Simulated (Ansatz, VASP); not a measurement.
# Two plane-wave programs on InAs

```xyz
2
Lattice="0.0000 3.0142 3.0142 3.0142 0.0000 3.0142 3.0142 3.0142 0.0000" Properties=species:S:1:pos:R:3 pbc="T T T"
In    0.0000    0.0000    0.0000
As    4.5213    4.5213    4.5213
```

Alike in both runs: task single point; functional LDA; k mesh 6 × 6 × 6; occupations gaussian, width 0.05 eV; no spin polarisation.

```csv
,VASP,Ansatz
version,VASP 6.6.1,Ansatz 0.2.0
potentials or method,"VASP PAW LDA potentials, release 64 (In_d, As)","scalar-relativistic, plane waves, PAW"
plane-wave cutoff (eV),520,420
valence electrons in the cell,18,28
```

|  | VASP | Ansatz | Ansatz less VASP |
| --- | --- | --- | --- |
| gap on the k mesh at the Fermi level (eV) | none | none | - |
| pressure (GPa) | 0.1 | 0.0 | -0.15 |

A gap of «none» marks a metal or a gap that the smearing closes. The two sets of potentials don't hold the same shells in valence.
